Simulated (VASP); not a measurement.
# C18N in VASP: further runs

One slab, C18N, is run at these levels: PBEsol; tasks: single point.

Everything below comes from runs of VASP 6.6.1. Logs are shortened: lines on timing, memory, paths and dates and some standing lists are left out, and cuts for length are marked.

### 1 The slab as given

The cell holds a slab with vacuum, 19 atoms: a = 7.398 Å, b = 7.398 Å, c = 12.000 Å, α = 90.00°, β = 90.00°, γ = 120.00°.

The cell was built by a generator and needn't be a form met in nature.

### 2 Single point, PBEsol, collinear spin, typed start

Input file INCAR:

```
SYSTEM = C18N
  ALGO = Fast
  EDIFF = 1E-7
  ENCUT = 520
  GGA = PS
  ISIF = 2
  ISMEAR = -1
  ISPIN = 2
  LASPH = .TRUE.
  LCHARG = .TRUE.
  LELF = .TRUE.
  LORBIT = 11
  LREAL = Auto
  LVHAR = .TRUE.
  LWAVE = .FALSE.
  MAGMOM = 0 0 0 0 0 0 0 0 0 0 0 0 0 0 0 0 0 0 1
  NBANDS = 58
  NELM = 150
  PREC = Accurate
  SIGMA = 0.02
```

Input file KPOINTS:

```
k-points
0
G
  2 2 1
  0 0 0
```

Input file POSCAR:

```
C18N
1.0
    7.3980000000      0.0000000000      0.0000000000
   -3.6990000000      6.4068560000      0.0000000000
    0.0000000000      0.0000000000     12.0000000000
C N
18 1
Direct
    0.0039227826     -0.0080131025      0.1092754160
    0.2268170517      0.1091383667      0.0838013930
    0.0015949381      0.3342658023      0.0839597169
    0.2212218365      0.4407902933      0.0816819529
   -0.0007196956      0.6625629939      0.0755714795
    0.2223194543      0.7735246025      0.0767450220
    0.3332777621     -0.0034697061      0.0755619846
    0.5550706463      0.1068068731      0.0756662495
    0.3332933747      0.3287594795      0.0816264248
    0.5560142010      0.4398149373      0.0780947260
    0.3322812850      0.6635221371      0.0780800936
    0.5549881577      0.7745747791      0.0816788284
    0.6614935476     -0.0058063319      0.0839392994
    0.8844602232      0.1112687952      0.1094763831
    0.6659891209      0.3298377698      0.0769297389
    0.8889981559      0.4407368715      0.0757303999
    0.6670804828      0.6625539950      0.0816284163
    0.8867030866      0.7690534381      0.0837500024
    0.9443809885      1.0514998062      0.2118018729
```

Potentials or basis: VASP PAW PBE potentials, release 64 (C, N).

Launch:

```sh
$ cat potpaw_PBE.64/C/POTCAR potpaw_PBE.64/N/POTCAR > POTCAR
$ mpirun -np 1 vasp_std > vasp.out
```

OUTCAR:

```text
SYSTEM = C18N
   EDIFF = 1E-7
   ENCUT = 520
   GGA = PS
   ISIF = 2
   ISMEAR = -1
   ISPIN = 2
   LASPH = .TRUE.
   LORBIT = 11
   LREAL = Auto
   NELM = 150
   PREC = Accurate

 ion  position               nearest neighbor table
   1  0.004  0.992  0.109-  19 1.45   2 1.46  18 1.46  14 1.53
   2  0.227  0.109  0.084-   7 1.41   9 1.41   1 1.46
   3  0.002  0.334  0.084-  16 1.41   4 1.41  14 1.46
   4  0.221  0.441  0.082-   3 1.41  11 1.43   9 1.44
   5  0.999  0.663  0.076-  18 1.41  16 1.42   6 1.43
   6  0.222  0.774  0.077-  11 1.41   7 1.43   5 1.43
   7  0.333  0.997  0.076-   2 1.41   8 1.42   6 1.43
   8  0.555  0.107  0.076-  13 1.41   7 1.42  15 1.43
   9  0.333  0.329  0.082-   2 1.41  10 1.43   4 1.44
  10  0.556  0.440  0.078-  15 1.41   9 1.43  17 1.43
  11  0.332  0.664  0.078-   6 1.41  12 1.43   4 1.43
  12  0.555  0.775  0.082-  13 1.41  11 1.43  17 1.44
  13  0.661  0.994  0.084-   8 1.41  12 1.41  14 1.46
  14  0.884  0.111  0.109-  19 1.45  13 1.46   3 1.46   1 1.53
  15  0.666  0.330  0.077-  10 1.41  16 1.43   8 1.43
  16  0.889  0.441  0.076-   3 1.41   5 1.42  15 1.43
  17  0.667  0.663  0.082-  18 1.41  10 1.43  12 1.44
  18  0.887  0.769  0.084-   5 1.41  17 1.41   1 1.46
  19  0.944  0.051  0.212-   1 1.45  14 1.45

  LATTYP: Found a hexagonal cell.
 ALAT       =     7.3980000000
 C/A-ratio  =     1.6220600162

  Lattice vectors:

 A1 = (   7.3980000000,   0.0000000000,   0.0000000000)
 A2 = (  -3.6990000000,   6.4068560000,   0.0000000000)
 A3 = (   0.0000000000,   0.0000000000,  12.0000000000)

Analysis of symmetry for initial positions (statically):
=====================================================================
 Subroutine PRICEL returns:
 Original cell was already a primitive cell.

 Routine SETGRP: Setting up the symmetry group for a
 hexagonal supercell.

 Subroutine GETGRP returns: Found  1 space group operations
 (whereof  1 operations were pure point group operations)
 out of a pool of 24 trial point group operations.

The static configuration has the point symmetry C_1 .

Analysis of symmetry for dynamics (positions and initial velocities):
=====================================================================
 Subroutine PRICEL returns:
 Original cell was already a primitive cell.

 Routine SETGRP: Setting up the symmetry group for a
 hexagonal supercell.

 Subroutine GETGRP returns: Found  1 space group operations
 (whereof  1 operations were pure point group operations)
 out of a pool of 24 trial point group operations.

The dynamic configuration has the point symmetry C_1 .

Analysis of structural, dynamic, and magnetic symmetry:
=====================================================================
 Subroutine PRICEL returns:
 Original cell was already a primitive cell.

 Routine SETGRP: Setting up the symmetry group for a
 hexagonal supercell.

 Subroutine GETGRP returns: Found  1 space group operations
 (whereof  1 operations were pure point group operations)
 out of a pool of 24 trial point group operations.

The overall configuration has the point symmetry C_1 .

 Subroutine INISYM returns: Found  1 space group operations
 (whereof  1 operations are pure point group operations),
 and found     1 'primitive' translations

----------------------------------------------------------------------------------------

                                     Primitive cell

  volume of cell :     568.7750

  direct lattice vectors                    reciprocal lattice vectors
     7.398000000  0.000000000  0.000000000     0.135171668  0.078041398  0.000000000
    -3.699000000  6.406856000  0.000000000     0.000000000  0.156082796  0.000000000
     0.000000000  0.000000000 12.000000000     0.000000000  0.000000000  0.083333333

  length of vectors
     7.398000000  7.398000054 12.000000000     0.156082797  0.156082796  0.083333333

  position of ions in fractional coordinates (direct lattice)
     0.003922783  0.991986897  0.109275416
     0.226817052  0.109138367  0.083801393
     0.001594938  0.334265802  0.083959717
     0.221221836  0.440790293  0.081681953
     0.999280304  0.662562994  0.075571479
     0.222319454  0.773524602  0.076745022
[... 11 lines left out ...]
     0.886703087  0.769053438  0.083750002
     0.944380989  0.051499806  0.211801873

  ion indices of the primitive-cell ions
   primitive index   ion index
                 1           1
                 2           2
                 3           3
                 4           4
                 5           5
                 6           6
[... 11 lines left out ...]
                18          18
                19          19

----------------------------------------------------------------------------------------

 KPOINTS: k-points

Automatic generation of k-mesh.
 Grid dimensions read from file:
 generate k-points for:    2    2    1

 Generating k-lattice:

  Cartesian coordinates                     Fractional coordinates (reciprocal lattice)
     0.067585834  0.039020699  0.000000000     0.500000000  0.000000000  0.000000000
     0.000000000  0.078041398  0.000000000     0.000000000  0.500000000  0.000000000
     0.000000000  0.000000000  0.083333333     0.000000000  0.000000000  1.000000000

  Length of vectors
     0.078041399  0.078041398  0.083333333

  Shift w.r.t. Gamma in fractional coordinates (k-lattice)
     0.000000000  0.000000000  0.000000000

 Subroutine IBZKPT returns following result:
 ===========================================

 Found      4 irreducible k-points:

 Following reciprocal coordinates:
            Coordinates               Weight
  0.000000  0.000000  0.000000      1.000000
  0.500000  0.000000  0.000000      1.000000
  0.000000  0.500000  0.000000      1.000000
  0.500000  0.500000  0.000000      1.000000
   k-points           NKPTS =      4   k-points in BZ     NKDIM =      4   number of bands    NBANDS=     58
   number of dos      NEDOS =    301   number of ions     NIONS =     19
   total plane-waves  NPLWV = 282240
   dimension x,y,z NGX =    56 NGY =   56 NGZ =   90
   dimension x,y,z NGXF=   112 NGYF=  112 NGZF=  180
   ions per type =              18   1
   NGX,Y,Z   is equivalent  to a cutoff of  12.58, 12.58, 12.47 a.u.
   NGXF,Y,Z  is equivalent  to a cutoff of  25.17, 25.17, 24.94 a.u.
 SYSTEM =  C18N
   PREC   = accura    normal or accurate (medium, high low for compatibility)
   ISTART =      0    job   : 0-new  1-cont  2-samecut
   ICHARG =      2    charge: 1-file 2-atom 10-const
   ISPIN  =      2    spin polarized calculation?
   LNONCOLLINEAR =      F non collinear calculations
   LSORBIT =      F    spin-orbit coupling
   LASPH  =      T    aspherical Exc in radial PAW
   ENCUT  =  520.0 eV  38.22 Ry    6.18 a.u.  13.76 13.76 22.31*2*pi/ulx,y,z
   NELM   =    150;   NELMIN=  2; NELMDL= -5     # of ELM steps
   EDIFF  = 0.1E-06   stopping-criterion for ELM
   LREAL  =      T    real-space projection
   EDIFFG = 0.1E-05   stopping-criterion for IOM
   NSW    =      0    number of steps for IOM
   IBRION =     -1    ionic relax: 0-MD 1-quasi-New 2-CG
   NFREE  =      0    steps in history (QN), initial steepest desc. (CG)
   ISIF   =      2    stress and relaxation
   ISYM   =      2    0-nonsym 1-usesym 2-fastsym
   POTIM  = 0.5000    time-step for ionic-motion
   TEBEG  =    0.0;   TEEND  =   0.0 temperature during run
   PSTRESS=    0.0 pullay stress
   NELECT =      77.0000    total number of electrons
   NUPDOWN=      -1.0000    fix difference up-down
   EMIN   =  10.00;   EMAX   =-10.00  energy-range for DOS
   EFERMI =   0.00;   METHOD = LEGACY
   ISMEAR =    -1;   SIGMA  =   0.02  broadening in eV -4-tet -1-fermi 0-gaus
   EFERMI_NEDOS =   21; number of points for ismear=-14 and -15
   IALGO  =     68    algorithm
   IMIX   =      4    mixing-type and parameters
     AMIX     =   0.40;   BMIX     =  1.00
     AMIX_MAG =   1.60;   BMIX_MAG =  1.00
  volume/ion in A,a.u.               =      29.94       202.01
  Fermi-wavevector in a.u.,A,eV,Ry     =   0.840604  1.588512  9.614087  0.706615
  Thomas-Fermi vector in A             =   1.955013
   LORBIT       =     11    0 simple, 1 ext, 2 COOP (PROOUT), +10 PAW based schemes
   GGA     = PS    functional components
   LHFCALC =     F    Hartree Fock is set to
   AEXX    =    0.0000 exact exchange contribution
   IVDW    =     0    specifies the selected vdW correction
   LEPSILON=     F    determine dielectric tensor
   LRPA    =     F    only Hartree local field effects (RPA)
 spin polarized calculation
 RMM-DIIS sequential band-by-band and
  energy-cutoff  :      520.00
  volume of cell :      568.78
 maximum number of plane-waves:     15363
 NGX is ok and might be reduce to    56
   NGX = 27   NGY = 27   NGZ = 45

 number of electron      76.9999999 magnetization       0.5000141

 Free energy of the ion-electron system (eV)
  ---------------------------------------------------
  ext. energy  EPLUGINS =         0.00000000
  ---------------------------------------------------
  free energy    TOTEN  =      -177.86171866 eV

  energy without entropy =     -177.85387130  energy(sigma->0) =     -177.85779498

 E-fermi :  -2.2697     XC(G=0):  -3.7759

 val. band max:       -2.2714387346   @ k =   0.5000   0.0000   0.0000
 cond. band min:      -2.0786517748   @ k =   0.5000   0.5000   0.0000
 fundamental gap:      0.1927869598
 Fermi energy:        -2.2696508557

 spin component 1

 k-point     1 :       0.0000    0.0000    0.0000
  band No.  band energies     occupation
      1     -22.8744      1.00000
      2     -20.9881      1.00000
      3     -19.1356      1.00000
      4     -19.0893      1.00000
      5     -19.0080      1.00000
      6     -18.9874      1.00000
[... 42 lines left out ...]
     49       3.6312      0.00000
     50       4.3305      0.00000
[... 157 lines left out ...]
     49       4.1592      0.00000
     50       4.2698      0.00000
 Fermi energy:        -2.2696508557

 spin component 2

 k-point     1 :       0.0000    0.0000    0.0000
  band No.  band energies     occupation
      1     -22.6702      1.00000
      2     -20.9210      1.00000
      3     -19.1337      1.00000
      4     -19.0812      1.00000
      5     -19.0031      1.00000
      6     -18.9852      1.00000
[... 42 lines left out ...]
     49       3.6179      0.00000
     50       4.3571      0.00000
[... 157 lines left out ...]
     49       4.1462      0.00000
     50       4.2900      0.00000
 [bands above 50 left out]

------------------------ aborting loop because EDIFF is reached ----------------------------------------

  FORCE on cell =-STRESS in cart. coord.  units (eV):
  Direction    XX          YY          ZZ          XY          YZ          ZX
  --------------------------------------------------------------------------------------
  -------------------------------------------------------------------------------------
  Total        0.4525235      1.8658438      0.1558586      1.2425687      0.0001185     -0.0187950
  in kB        1.2747093      5.2558787      0.4390366      3.5001805      0.0003339     -0.0529436
  external PRESSURE =       2.3232082 kB  Pullay stress =       0.0000000 kB

 VOLUME and BASIS-vectors are now :
 -----------------------------------------------------------------------------
  energy-cutoff  :      520.00
  volume of cell :      568.78
      direct lattice vectors                 reciprocal lattice vectors
     7.398000000  0.000000000  0.000000000     0.135171668  0.078041398  0.000000000
    -3.699000000  6.406856000  0.000000000     0.000000000  0.156082796  0.000000000
     0.000000000  0.000000000 12.000000000     0.000000000  0.000000000  0.083333333

 POSITION                                       TOTAL-FORCE (eV/Angst)
 -----------------------------------------------------------------------------------
     -3.64034      6.35552      1.31130         0.075810     -0.054887     -0.076705
      1.27429      0.69923      1.00562         0.003220     -0.005610     -0.012699
     -1.22465      2.14159      1.00752        -0.007336     -0.007286     -0.002948
      0.00612      2.82408      0.98018         0.004416     -0.003400      0.002072
      4.94186      4.24495      0.90686         0.008337      0.008306     -0.006944
     -1.21655      4.95586      0.92094        -0.002725     -0.005034      0.004452
[... 11 lines left out ...]
      3.71510      4.92721      1.00500         0.005518      0.001168     -0.001019
      6.79603      0.32995      2.54162        -0.007158      0.001042      0.209252
 -----------------------------------------------------------------------------------
    total drift:                               -0.020769      0.000260     -0.011259

  FREE ENERGIE OF THE ION-ELECTRON SYSTEM (eV)
  ---------------------------------------------------
  free  energy   TOTEN  =      -177.8617186551 eV

  energy  without entropy=     -177.8538712961  energy(sigma->0) =     -177.85779498

 total charge

# of ion       s       p       d       tot
------------------------------------------
    1        0.833   1.783   0.000   2.617
    2        0.863   1.776   0.000   2.640
    3        0.863   1.776   0.000   2.639
    4        0.857   1.779   0.000   2.636
    5        0.862   1.785   0.000   2.647
    6        0.857   1.791   0.000   2.648
[... 11 lines left out ...]
   18        0.863   1.776   0.000   2.639
   19        1.311   2.369   0.000   3.680
--------------------------------------------------
tot         16.739  34.447   0.000  51.186

 magnetization (x)

# of ion       s       p       d       tot
------------------------------------------
    1       -0.002  -0.004   0.000  -0.006
    2        0.003   0.005   0.000   0.008
    3        0.003   0.006   0.000   0.009
    4       -0.000  -0.004   0.000  -0.004
    5        0.000  -0.000   0.000   0.000
    6        0.000   0.001   0.000   0.001
[... 11 lines left out ...]
   18        0.003   0.005   0.000   0.008
   19        0.009   0.343   0.000   0.351
--------------------------------------------------
tot          0.017   0.341   0.000   0.358
```

Run time: 7.4 min. Hardware: 1 thread of Intel Xeon 6975P-C (Granite Rapids), shared host; peak memory 0.88 GiB.

What came out:

```
Free energy                                           : -177.8617 eV
Largest force                                         : 0.209 eV/Å
Band gap on the k mesh                                : none (metal or under the smearing width)
Net moment                                            : 0.50 μB per cell
Site moments                                          : C -0.01, +0.01, -0.00, +0.00; N +0.35 μB
Valence electrons inside the program's atomic spheres : C 2.62, 2.64, 2.65; N 3.68
```

Forces in eV/Å, atoms in the order of the input:
```
C    0.076 -0.055 -0.077
C    0.003 -0.006 -0.013
C   -0.007 -0.007 -0.003
C    0.004 -0.003  0.002
C    0.008  0.008 -0.007
C   -0.003 -0.005  0.004
C   -0.014  0.002 -0.002
C    0.008  0.009 -0.007
C   -0.006  0.003  0.010
C   -0.007  0.010 -0.011
C    0.004 -0.004 -0.013
C    0.006 -0.004  0.001
C    0.007  0.003 -0.006
C   -0.081  0.061 -0.080
C    0.008 -0.006 -0.003
C    0.005 -0.006 -0.010
C   -0.012 -0.002  0.006
C    0.006  0.001 -0.001
N   -0.007  0.001  0.209
```

Levels at points of the mesh, in eV from the Fermi level:
Spin up:
```
           k point  band 35  band 36  band 37  band 38  band 39  band 40  band 41  band 42  band 43  band 44
(0.00, 0.00, 0.00)    -2.87    -2.81    -1.02    -0.42     0.22     0.25     1.54     3.76     3.97     4.94
(0.50, 0.00, 0.00)    -2.40    -2.29    -2.10    -1.21    -0.97     1.81     2.33     2.75     2.75     4.25
(0.00, 0.50, 0.00)    -2.40    -2.29    -2.10    -1.21    -0.97     1.81     2.33     2.75     2.75     4.25
(0.50, 0.50, 0.00)    -2.40    -2.29    -2.20    -0.83    -0.59     1.05     2.30     2.67     3.11     4.05
```
Spin down:
```tsv
k point	band 35	band 36	band 37	band 38	band 39	band 40	band 41	band 42
(0.00, 0.00, 0.00)	-2.80	-2.79	-0.37	-0.06	0.21	0.38	1.57	3.80
(0.50, 0.00, 0.00)	-2.41	-2.28	-2.00	-1.14	0.00	1.83	2.40	2.74
(0.00, 0.50, 0.00)	-2.41	-2.28	-2.00	-1.14	0.00	1.83	2.40	2.74
(0.50, 0.50, 0.00)	-2.41	-2.29	-2.08	-0.54	0.19	1.08	2.29	2.65
```

Caveat: the k mesh is coarse (spacing up to 0.49 Å⁻¹), so the values aren't converged; the PAW data sets were made with another functional, which shifts forces and pressure a little.

(Part 1 of 2 ends here.)
